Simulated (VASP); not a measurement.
RbBr:

```
CELL_PARAMETERS angstrom
0.00000 3.42700 3.42700
3.42700 0.00000 3.42700
3.42700 3.42700 0.00000
ATOMIC_POSITIONS crystal
Rb 0.00000 0.00000 0.00000
Br 0.50000 0.50000 0.50000
```

- Program: VASP 6.6.1
- Task: relaxation of cell and atoms
- Functional: PBE
- Potentials or basis: VASP PAW PBE potentials, release 64 (Rb_sv, Br)
- Cutoff: 600 eV
- k mesh: 8 × 8 × 8
- Occupations: gaussian, width 0.03 eV
- Spin: no spin polarisation

At the start: pressure 1.0 GPa; volume 40.25 Å³/atom.

Problem. Where does the relaxation end?

Solution. Over 4 steps the energy falls by 9.1 meV/atom and the volume is 43.39 Å³/atom (+7.8 %); space group Fm-3m (No. 225, to 0.05 Å).

Step by step:
```tsv
step	energy change (eV)	largest force (eV/Å)	pressure (GPa)	volume (Å³)
1	0.0000	0.0000	1.03	80.50
2	-0.0140	0.0000	0.47	83.54
3	-0.0150	0.0000	-0.35	89.38
4	-0.0182	0.0000	-0.03	86.77
```

Final structure:
```cif
data_structure
_symmetry_space_group_name_H-M 'P 1'
_symmetry_Int_Tables_number 1
_cell_length_a 4.9693
_cell_length_b 4.9693
_cell_length_c 4.9693
_cell_angle_alpha 60.000
_cell_angle_beta 60.000
_cell_angle_gamma 60.000
_cell_volume 86.77
loop_
_atom_site_label
_atom_site_type_symbol
_atom_site_fract_x
_atom_site_fract_y
_atom_site_fract_z
_atom_site_occupancy
Rb1 Rb 0.00000 0.00000 0.00000 1
Br1 Br 0.50000 0.50000 0.50000 1
```
